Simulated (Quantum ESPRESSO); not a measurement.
# WS2 in Quantum ESPRESSO: further runs

Aim: see how the results for WS2 move with the level of theory and the settings. Levels: PBEsol, LDA. Tasks: band structure, single point, equation of state.

Everything below comes from runs of Quantum ESPRESSO 7.5. Logs are shortened: lines on timing, memory, paths and dates and some standing lists are left out, and cuts for length are marked.

## Step 1: The slab as given

The cell holds a slab with vacuum, 3 atoms: a = 3.184 Å, b = 3.184 Å, c = 16.951 Å, α = 90.00°, β = 90.00°, γ = 120.00°.

## Step 2: Band structure, PBEsol

pw.in

```
&CONTROL
  calculation = 'scf'
  prefix = 'pwscf'
  outdir = './tmp'
  pseudo_dir = './pseudo'
  tprnfor = .true.
  tstress = .true.
  disk_io = 'low'
/
&SYSTEM
  ibrav = 0
  celldm(1) = 8
  nat = 3
  ntyp = 2
  ecutwfc = 56
  ecutrho = 448
  nbnd = 20
  occupations = 'smearing'
  smearing = 'fd'
  degauss = 0.00367493
/
&ELECTRONS
  conv_thr = 6d-10
  electron_maxstep = 120
  mixing_beta = 0.5
/
ATOMIC_SPECIES
W    183.8400 w_pbesol_v1.2.uspp.F.UPF
S     32.0600 s_pbesol_v1.4.uspp.F.UPF
CELL_PARAMETERS alat
  0.7519967530744   0.0000000000000   0.0000000000000
 -0.3759983765372   0.6512482917101   0.0000000000000
  0.0000000000000   0.0000000000000   4.0039937332796
ATOMIC_POSITIONS crystal
W      0.0000000000    0.0000000000    0.0000000000
S      0.3333333333    0.6666666667    0.0920005100
S      0.3333333333    0.6666666667    0.9079994900
K_POINTS automatic
10 10 2 0 0 0
```

bands.in

```
&CONTROL
  calculation = 'bands'
  prefix = 'pwscf'
  outdir = './tmp'
  pseudo_dir = './pseudo'
  disk_io = 'low'
  verbosity = 'high'
/
&SYSTEM
  ibrav = 0
  celldm(1) = 8
  nat = 3
  ntyp = 2
  ecutwfc = 56
  ecutrho = 448
  nbnd = 20
  occupations = 'smearing'
  smearing = 'fd'
  degauss = 0.00367493
/
&ELECTRONS
  conv_thr = 1d-08
  electron_maxstep = 120
  mixing_beta = 0.5
  diago_full_acc = .true.
  startingwfc = 'random'
/
ATOMIC_SPECIES
W    183.8400 w_pbesol_v1.2.uspp.F.UPF
S     32.0600 s_pbesol_v1.4.uspp.F.UPF
CELL_PARAMETERS alat
  0.7519967530744   0.0000000000000   0.0000000000000
 -0.3759983765372   0.6512482917101   0.0000000000000
  0.0000000000000   0.0000000000000   4.0039937332796
ATOMIC_POSITIONS crystal
W      0.0000000000    0.0000000000    0.0000000000
S      0.3333333333    0.6666666667    0.0920005100
S      0.3333333333    0.6666666667    0.9079994900
K_POINTS crystal
60
 0.0000000000  0.0000000000  0.0000000000 1
 0.0555555556  0.0000000000  0.0000000000 1
 0.1111111111  0.0000000000  0.0000000000 1
 0.1666666667  0.0000000000  0.0000000000 1
 0.2222222222  0.0000000000  0.0000000000 1
 0.2777777778  0.0000000000  0.0000000000 1
 0.3333333333  0.0000000000  0.0000000000 1
 0.3888888889  0.0000000000  0.0000000000 1
 0.4444444444  0.0000000000  0.0000000000 1
 0.5000000000  0.0000000000  0.0000000000 1
 0.4666666667  0.0666666667  0.0000000000 1
 0.4333333333  0.1333333333  0.0000000000 1
 0.4000000000  0.2000000000  0.0000000000 1
 0.3666666667  0.2666666667  0.0000000000 1
 0.3333333333  0.3333333333  0.0000000000 1
 0.3030303030  0.3030303030  0.0000000000 1
 0.2727272727  0.2727272727  0.0000000000 1
 0.2424242424  0.2424242424  0.0000000000 1
 0.2121212121  0.2121212121  0.0000000000 1
 0.1818181818  0.1818181818  0.0000000000 1
 0.1515151515  0.1515151515  0.0000000000 1
 0.1212121212  0.1212121212  0.0000000000 1
 0.0909090909  0.0909090909  0.0000000000 1
 0.0606060606  0.0606060606  0.0000000000 1
 0.0303030303  0.0303030303  0.0000000000 1
 0.0000000000  0.0000000000  0.0000000000 1
 0.0000000000  0.0000000000  0.5000000000 1
 0.0500000000  0.0000000000  0.5000000000 1
 0.1000000000  0.0000000000  0.5000000000 1
 0.1500000000  0.0000000000  0.5000000000 1
 0.2000000000  0.0000000000  0.5000000000 1
 0.2500000000  0.0000000000  0.5000000000 1
 0.3000000000  0.0000000000  0.5000000000 1
 0.3500000000  0.0000000000  0.5000000000 1
 0.4000000000  0.0000000000  0.5000000000 1
 0.4500000000  0.0000000000  0.5000000000 1
 0.5000000000  0.0000000000  0.5000000000 1
 0.4722222222  0.0555555556  0.5000000000 1
 0.4444444444  0.1111111111  0.5000000000 1
 0.4166666667  0.1666666667  0.5000000000 1
 0.3888888889  0.2222222222  0.5000000000 1
 0.3611111111  0.2777777778  0.5000000000 1
 0.3333333333  0.3333333333  0.5000000000 1
 0.3076923077  0.3076923077  0.5000000000 1
 0.2820512821  0.2820512821  0.5000000000 1
 0.2564102564  0.2564102564  0.5000000000 1
 0.2307692308  0.2307692308  0.5000000000 1
 0.2051282051  0.2051282051  0.5000000000 1
 0.1794871795  0.1794871795  0.5000000000 1
 0.1538461538  0.1538461538  0.5000000000 1
 0.1282051282  0.1282051282  0.5000000000 1
 0.1025641026  0.1025641026  0.5000000000 1
 0.0769230769  0.0769230769  0.5000000000 1
 0.0512820513  0.0512820513  0.5000000000 1
 0.0256410256  0.0256410256  0.5000000000 1
 0.0000000000  0.0000000000  0.5000000000 1
 0.5000000000  0.0000000000  0.5000000000 1
 0.5000000000  0.0000000000  0.0000000000 1
 0.3333333333  0.3333333333  0.0000000000 1
 0.3333333333  0.3333333333  0.5000000000 1
```

Potentials or basis: GBRV 1.5 PBEsol.

Started as:

```
OMP_NUM_THREADS=1 mpirun -n 2 pw.x -nk 2 -in pw.in > pw.out
OMP_NUM_THREADS=1 mpirun -n 2 pw.x -nk 2 -in bands.in > bands.out
```

pw.out:

```text
This program is part of the open-source Quantum ESPRESSO suite
     for quantum simulation of materials; please cite
[... 6 lines left out ...]
     using ibrav=0 with symmetry is DISCOURAGED, use correct ibrav instead

     K-points division:     npool     =       2
     Subspace diagonalization in iterative solution of the eigenvalue problem:
     a serial algorithm will be used

     G-vector sticks info
     --------------------
     sticks:   dense  smooth     PW     G-vecs:    dense   smooth      PW
     Sum        1123     559    163               160949    56955    9137

     Using Slab Decomposition

     bravais-lattice index     =            0
     lattice parameter (alat)  =       8.0000  a.u.
     unit-cell volume          =    1003.9820 (a.u.)^3
     number of atoms/cell      =            3
     number of atomic types    =            2
     number of electrons       =        26.00
     number of Kohn-Sham states=           20
     kinetic-energy cutoff     =      56.0000  Ry
     charge density cutoff     =     448.0000  Ry
     scf convergence threshold =      6.0E-10
     mixing beta               =       0.5000
     number of iterations used =            8  plain     mixing
     Exchange-correlation= SLA  PW   PSX  PSC
                           (   1   4  10   8   0   0   0)

     celldm(1)=   8.000000  celldm(2)=   0.000000  celldm(3)=   0.000000
     celldm(4)=   0.000000  celldm(5)=   0.000000  celldm(6)=   0.000000

     crystal axes: (cart. coord. in units of alat)
               a(1) = (   0.751997   0.000000   0.000000 )
               a(2) = (  -0.375998   0.651248   0.000000 )
               a(3) = (   0.000000   0.000000   4.003994 )

     reciprocal axes: (cart. coord. in units 2 pi/alat)
               b(1) = (  1.329793  0.767756 -0.000000 )
               b(2) = (  0.000000  1.535513  0.000000 )
               b(3) = (  0.000000 -0.000000  0.249751 )

     PseudoPot. # 1 for W  read from file:
     w_pbesol_v1.2.uspp.F.UPF
     Pseudo is Ultrasoft + core correction, Zval = 14.0
     Generated by new atomic code, or converted to UPF format
     Using radial grid of  923 points,  8 beta functions with:
                l(1) =   0
                l(2) =   0
                l(3) =   0
                l(4) =   1
                l(5) =   1
                l(6) =   2
                l(7) =   2
                l(8) =   3
     Q(r) pseudized with  6 coefficients,  rinner =    1.350   1.350   1.350
                                                       1.350   1.350   1.350
                                                       1.350

     PseudoPot. # 2 for S  read from file:
     s_pbesol_v1.4.uspp.F.UPF
     Pseudo is Ultrasoft + core correction, Zval =  6.0
     Generated by new atomic code, or converted to UPF format
     Using radial grid of  907 points,  6 beta functions with:
                l(1) =   0
                l(2) =   0
                l(3) =   1
                l(4) =   1
                l(5) =   2
                l(6) =   2
     Q(r) pseudized with  8 coefficients,  rinner =    1.300   1.300   1.300
                                                       1.300   1.300

     atomic species   valence    mass     pseudopotential
     W                14.00   183.84000     W ( 1.00)
     S                 6.00    32.06000     S ( 1.00)

     12 Sym. Ops. (no inversion) found

   Cartesian axes

     site n.     atom                  positions (alat units)
         1        W      tau(   1) = (   0.0000000   0.0000000   0.0000000  )
         2        S      tau(   2) = (  -0.0000000   0.4341655   0.3683695  )
         3        S      tau(   3) = (  -0.0000000   0.4341655   3.6356243  )

     number of k points=    28  Fermi-Dirac smearing, width (Ry)=  0.0037
                       cart. coord. in units 2pi/alat
        k(    1) = (   0.0000000   0.0000000   0.0000000), wk =   0.0100000
        k(    2) = (   0.0000000   0.0000000  -0.1248753), wk =   0.0100000
        k(    3) = (   0.0000000   0.1535513   0.0000000), wk =   0.0600000
        k(    4) = (   0.0000000   0.1535513  -0.1248753), wk =   0.0600000
        k(    5) = (   0.0000000   0.3071025   0.0000000), wk =   0.0600000
        k(    6) = (   0.0000000   0.3071025  -0.1248753), wk =   0.0600000
[... 20 lines left out ...]
        k(   27) = (   0.3989379   0.6909807   0.0000000), wk =   0.0600000
        k(   28) = (   0.3989379   0.6909807  -0.1248753), wk =   0.0600000

     Dense  grid:   160949 G-vectors     FFT dimensions: (  45,  45, 216)

     Smooth grid:    56955 G-vectors     FFT dimensions: (  30,  30, 160)

     Initial potential from superposition of free atoms

     starting charge      25.8996, renormalised to      26.0000

     negative rho (up, down):  6.120E-02 0.000E+00
     Starting wfcs are   21 randomized atomic wfcs

     Self-consistent Calculation

     iteration #  1     ecut=    56.00 Ry     beta= 0.50
     Davidson diagonalization with overlap
     ethr =  1.00E-02,  avg # of iterations =  6.4

     Threshold (ethr) on eigenvalues was too large:
     Diagonalizing with lowered threshold

     Davidson diagonalization with overlap
     ethr =  3.07E-04,  avg # of iterations =  4.3

     negative rho (up, down):  6.317E-02 0.000E+00

     total energy              =    -207.24700396 Ry
     estimated scf accuracy    <       0.09348469 Ry

     iteration #  2     ecut=    56.00 Ry     beta= 0.50
     Davidson diagonalization with overlap
     ethr =  3.60E-04,  avg # of iterations =  2.6

     negative rho (up, down):  6.484E-02 0.000E+00

     total energy              =    -207.25815099 Ry
     estimated scf accuracy    <       0.01700232 Ry

     iteration #  3     ecut=    56.00 Ry     beta= 0.50
     Davidson diagonalization with overlap
     ethr =  6.54E-05,  avg # of iterations =  7.0
[... 60 lines left out ...]
     iteration # 10     ecut=    56.00 Ry     beta= 0.50
     Davidson diagonalization with overlap
     ethr =  2.15E-11,  avg # of iterations =  2.3

     negative rho (up, down):  6.622E-02 0.000E+00

     total energy              =    -207.26390575 Ry
     estimated scf accuracy    <          6.6E-10 Ry

     iteration # 11     ecut=    56.00 Ry     beta= 0.50
     Davidson diagonalization with overlap
     ethr =  2.52E-12,  avg # of iterations =  3.9

     negative rho (up, down):  6.622E-02 0.000E+00

     End of self-consistent calculation

          k = 0.0000 0.0000 0.0000 (  7067 PWs)   bands (ev):

   -73.7365 -37.9825 -37.8267 -37.8267 -14.5316 -12.8403  -6.1250  -2.6624
    -2.6624  -1.8196  -1.4062  -1.4062   0.2381   3.1296   3.1296   3.3310
     3.3310   5.2078   5.7389   5.8324

          k = 0.0000 0.0000-0.1249 (  7120 PWs)   bands (ev):

   -73.7365 -37.9825 -37.8267 -37.8267 -14.5316 -12.8403  -6.1250  -2.6624
    -2.6624  -1.8196  -1.4062  -1.4062   0.2381   3.1296   3.1296   3.3310
     3.3310   5.2560   5.5349   6.0101

          k = 0.0000 0.1536 0.0000 (  7097 PWs)   bands (ev):

   -73.7349 -37.9766 -37.8594 -37.8343 -14.3662 -12.7810  -5.9303  -3.0780
    -2.5004  -2.3873  -1.6583  -1.1250   0.1422   2.9567   3.0009   3.1834
     3.4332   5.6147   6.0273   6.2546
[... 31 lines left out ...]
          k = 0.0000 0.6142 0.0000 (  7116 PWs)   bands (ev):

   -73.7213 -38.1297 -37.9264 -37.8982 -12.6569 -12.1905  -5.9910  -4.6651
    -4.1777  -3.0769  -1.7635  -1.1621  -0.9046   2.9319   3.1775   4.1475
     4.9234   6.1151   7.7082   7.8205

          k = 0.0000 0.6142-0.1249 (  7126 PWs)   bands (ev):

   -73.7213 -38.1297 -37.9264 -37.8982 -12.6569 -12.1905  -5.9910  -4.6651
    -4.1777  -3.0769  -1.7635  -1.1621  -0.9046   2.9319   3.1775   4.1475
     4.9234   6.1152   7.7007   7.8391

          k = 0.0000-0.7678 0.0000 (  7136 PWs)   bands (ev):

   -73.7197 -38.1608 -37.9204 -37.9057 -12.3904 -12.1065  -6.2816  -4.9095
    -4.1902  -3.2012  -1.8362  -1.0341  -0.6857   3.0747   3.5404   4.2754
     5.0125   5.2766   7.8146   8.1265

          k = 0.0000-0.7678-0.1249 (  7120 PWs)   bands (ev):

   -73.7197 -38.1608 -37.9204 -37.9057 -12.3904 -12.1065  -6.2816  -4.9095
    -4.1902  -3.2012  -1.8362  -1.0341  -0.6857   3.0747   3.5404   4.2754
     5.0125   5.2766   7.8143   8.1275

          k = 0.1330 0.2303 0.0000 (  7089 PWs)   bands (ev):

   -73.7320 -37.9659 -37.9159 -37.8504 -14.0533 -12.6690  -5.5790  -3.6970
    -2.8977  -2.2583  -2.2323  -0.9754  -0.1218   2.6036   2.9307   2.9647
     3.9755   6.0643   6.4046   7.0864

          k = 0.1330 0.2303-0.1249 (  7098 PWs)   bands (ev):

   -73.7320 -37.9659 -37.9159 -37.8504 -14.0533 -12.6690  -5.5790  -3.6970
    -2.8977  -2.2583  -2.2323  -0.9754  -0.1218   2.6037   2.9307   2.9647
     3.9755   6.1206   6.2788   7.4481

          k = 0.1330 0.3839 0.0000 (  7089 PWs)   bands (ev):
[... 71 lines left out ...]
          k = 0.3989 0.6910 0.0000 (  7127 PWs)   bands (ev):

   -73.7179 -38.0921 -38.0206 -37.9138 -12.1231 -11.9625  -5.4823  -5.3146
    -4.0709  -3.5908  -3.0729  -1.9863   0.0753   2.2219   3.6429   4.1397
     5.6881   6.7833   7.5686   9.3952

          k = 0.3989 0.6910-0.1249 (  7148 PWs)   bands (ev):

   -73.7179 -38.0921 -38.0206 -37.9138 -12.1231 -11.9625  -5.4823  -5.3146
    -4.0709  -3.5908  -3.0729  -1.9863   0.0753   2.2219   3.6429   4.1397
     5.6881   6.7834   7.5686   9.3917

     the Fermi energy is     1.2071 ev

!    total energy              =    -207.26390575 Ry
     estimated scf accuracy    <          2.4E-10 Ry
     smearing contrib. (-TS)   =      -0.00000000 Ry
     internal energy E=F+TS    =    -207.26390575 Ry

     The total energy is F=E-TS. E is the sum of the following terms:
     one-electron contribution =    -863.37508744 Ry
     hartree contribution      =     432.18536083 Ry
     xc contribution           =     -57.78631777 Ry
     ewald contribution        =     281.71213863 Ry

     convergence has been achieved in  11 iterations

     negative rho (up, down):  6.622E-02 0.000E+00

     Forces acting on atoms (cartesian axes, Ry/au):

     atom    1 type  1   force =    -0.00000000   -0.00000000    0.00000000
     atom    2 type  2   force =     0.00000000    0.00000000   -0.00377964
     atom    3 type  2   force =    -0.00000000   -0.00000000    0.00377964

     Total force =     0.005345     Total SCF correction =     0.000049

     Computing stress (Cartesian axis) and pressure

     negative rho (up, down):  6.622E-02 0.000E+00
          total   stress  (Ry/bohr**3)                   (kbar)     P=      -10.06
  -0.00009142  -0.00000000   0.00000000          -13.45       -0.00        0.00
  -0.00000000  -0.00009142  -0.00000000           -0.00      -13.45       -0.00
   0.00000000   0.00000000  -0.00002241            0.00        0.00       -3.30

=------------------------------------------------------------------------------=
   JOB DONE.
=------------------------------------------------------------------------------=
```

Wall time 4.1 min (2 MPI ranks of Intel Xeon at 2.70GHz, shared host); peak memory 1.3 GiB.

What came out:

* Free energy: -2819.9691 eV
* Largest force: 0.097 eV/Å
* Band gap on the k mesh: 1.98 eV, indirect (least direct gap 2.15 eV)
* Band gap along the path: 1.78 eV, indirect (least direct gap 1.78 eV)

Forces in eV/Å, atoms in the order of the input:
```
W    0.000  0.000  0.000
S    0.000  0.000 -0.097
S    0.000  0.000  0.097
```

Levels at the corners of the path, in eV from the valence-band top:
| point | band 9 | band 10 | band 11 | band 12 | band 13 | band 14 | band 15 | band 16 | band 17 | band 18 |
| --- | --- | --- | --- | --- | --- | --- | --- | --- | --- | --- |
| Γ | -2.90 | -2.06 | -1.64 | -1.64 | 0.00 | 2.89 | 2.89 | 3.09 | 3.09 | 4.97 |
| M | -4.43 | -3.44 | -2.07 | -1.27 | -0.92 | 2.84 | 3.30 | 4.04 | 4.77 | 5.04 |
| K | -4.52 | -3.89 | -3.24 | -2.32 | -0.01 | 1.78 | 3.37 | 4.08 | 5.56 | 6.64 |
| Γ | -2.90 | -2.06 | -1.64 | -1.64 | 0.00 | 2.89 | 2.89 | 3.09 | 3.09 | 4.97 |
| A | -2.90 | -2.06 | -1.64 | -1.64 | 0.00 | 2.89 | 2.89 | 3.09 | 3.09 | 5.02 |
| L | -4.43 | -3.44 | -2.07 | -1.27 | -0.92 | 2.84 | 3.30 | 4.04 | 4.77 | 5.04 |
| H | -4.52 | -3.89 | -3.24 | -2.32 | -0.01 | 1.78 | 3.37 | 4.08 | 5.56 | 6.64 |
| A | -2.90 | -2.06 | -1.64 | -1.64 | 0.00 | 2.89 | 2.89 | 3.09 | 3.09 | 5.02 |
| L | -4.43 | -3.44 | -2.07 | -1.27 | -0.92 | 2.84 | 3.30 | 4.04 | 4.77 | 5.04 |
| M | -4.43 | -3.44 | -2.07 | -1.27 | -0.92 | 2.84 | 3.30 | 4.04 | 4.77 | 5.04 |
| K | -4.52 | -3.89 | -3.24 | -2.32 | -0.01 | 1.78 | 3.37 | 4.08 | 5.56 | 6.64 |
| H | -4.52 | -3.89 | -3.24 | -2.32 | -0.01 | 1.78 | 3.37 | 4.08 | 5.56 | 6.64 |

Caveat: spin-orbit coupling is left out, which moves the levels of the heavy elements.

## Step 3: Single point, LDA, 46.62 Å³/atom

pw.in

```
&CONTROL
  calculation = 'scf'
  prefix = 'pwscf'
  outdir = './tmp'
  pseudo_dir = './pseudo'
  tstress = .true.
  disk_io = 'nowf'
/
&SYSTEM
  ibrav = 0
  nat = 3
  ntyp = 2
  ecutwfc = 56
  ecutrho = 448
  nbnd = 20
  occupations = 'smearing'
  smearing = 'fd'
  degauss = 0.00367493
/
&ELECTRONS
  conv_thr = 6d-10
  electron_maxstep = 120
  mixing_beta = 0.5
/
ATOMIC_SPECIES
W    183.8400 w_lda_v1.2.uspp.F.UPF
S     32.0600 s_lda_v1.4.uspp.F.UPF
CELL_PARAMETERS angstrom
   3.1185283984    0.0000000000    0.0000000000
  -1.5592641992    2.7007248154    0.0000000000
   0.0000000000    0.0000000000   16.6045506357
ATOMIC_POSITIONS crystal
W      0.0000000000    0.0000000000    0.0000000000
S      0.3333333333    0.6666666667    0.0920005100
S      0.3333333333    0.6666666667    0.9079994900
K_POINTS automatic
10 10 2 0 0 0
```

Potentials or basis: GBRV 1.5 LDA.

Started as:

```
OMP_NUM_THREADS=1 mpirun -n 2 pw.x -nk 2 -in pw.in > pw.out
```

Wall time 91 s (2 MPI ranks of Intel Xeon at 2.70GHz, shared host); peak memory 1.2 GiB.

It converged, with:

- Free energy: -2824.6653 eV
- Band gap on the k mesh: 2.16 eV, indirect (least direct gap 2.32 eV)

Caveat: spin-orbit coupling is left out, which moves the levels of the heavy elements.

## Step 4: Single point, LDA, 47.61 Å³/atom

Edit pw.in of step 3 so:

```diff
@@ -28,5 +28,5 @@
 CELL_PARAMETERS angstrom
-   3.1185283984    0.0000000000    0.0000000000
-  -1.5592641992    2.7007248154    0.0000000000
-   0.0000000000    0.0000000000   16.6045506357
+   3.1404905896    0.0000000000    0.0000000000
+  -1.5702452948    2.7197446309    0.0000000000
+   0.0000000000    0.0000000000   16.7214879437
 ATOMIC_POSITIONS crystal
```

Started as:

```
OMP_NUM_THREADS=1 mpirun -n 2 pw.x -nk 2 -in pw.in > pw.out
```

Run time: 97 s. Hardware: 2 MPI ranks of Intel Xeon at 2.70GHz, shared host; peak memory 1.3 GiB.

It converged, with:

```
Free energy            : -2824.6878 eV
Band gap on the k mesh : 2.10 eV, indirect (least direct gap 2.26 eV)
```

Caveat: spin-orbit coupling is left out, which moves the levels of the heavy elements.

## Step 5: Single point, LDA, 48.60 Å³/atom

Edit pw.in of step 4 so:

```diff
@@ -28,5 +28,5 @@
 CELL_PARAMETERS angstrom
-   3.1404905896    0.0000000000    0.0000000000
-  -1.5702452948    2.7197446309    0.0000000000
-   0.0000000000    0.0000000000   16.7214879437
+   3.1621498298    0.0000000000    0.0000000000
+  -1.5810749149    2.7385020831    0.0000000000
+   0.0000000000    0.0000000000   16.8368121945
 ATOMIC_POSITIONS crystal
```

Started as:

```
OMP_NUM_THREADS=1 mpirun -n 2 pw.x -nk 2 -in pw.in > pw.out
```

It took 83 s on 2 MPI ranks of Intel Xeon at 2.70GHz, shared host; peak memory 1.3 GiB.

Results (log left out):

| Item | Value |
| --- | --- |
| Free energy | -2824.6849 eV |
| Band gap on the k mesh | 2.04 eV, indirect (least direct gap 2.20 eV) |

Caveat: spin-orbit coupling is left out, which moves the levels of the heavy elements.

## Step 6: Single point, LDA, 49.59 Å³/atom

Edit pw.in of step 5 so:

```diff
@@ -28,5 +28,5 @@
 CELL_PARAMETERS angstrom
-   3.1621498298    0.0000000000    0.0000000000
-  -1.5810749149    2.7385020831    0.0000000000
-   0.0000000000    0.0000000000   16.8368121945
+   3.1835163552    0.0000000000    0.0000000000
+  -1.5917581776    2.7570060369    0.0000000000
+   0.0000000000    0.0000000000   16.9505778900
 ATOMIC_POSITIONS crystal
```

Potentials or basis: GBRV 1.5 LDA.

Started as:

```
OMP_NUM_THREADS=1 mpirun -n 2 pw.x -nk 2 -in pw.in > pw.out
```

Wall time 91 s (2 MPI ranks of Intel Xeon at 2.70GHz, shared host); peak memory 1.3 GiB.

It converged, with:

| Quantity | Value |
| --- | --- |
| Free energy | -2824.6592 eV |
| Band gap on the k mesh | 1.98 eV, indirect (least direct gap 2.14 eV) |

Caveat: spin-orbit coupling is left out, which moves the levels of the heavy elements.

(Continued in part 2 of 2.)
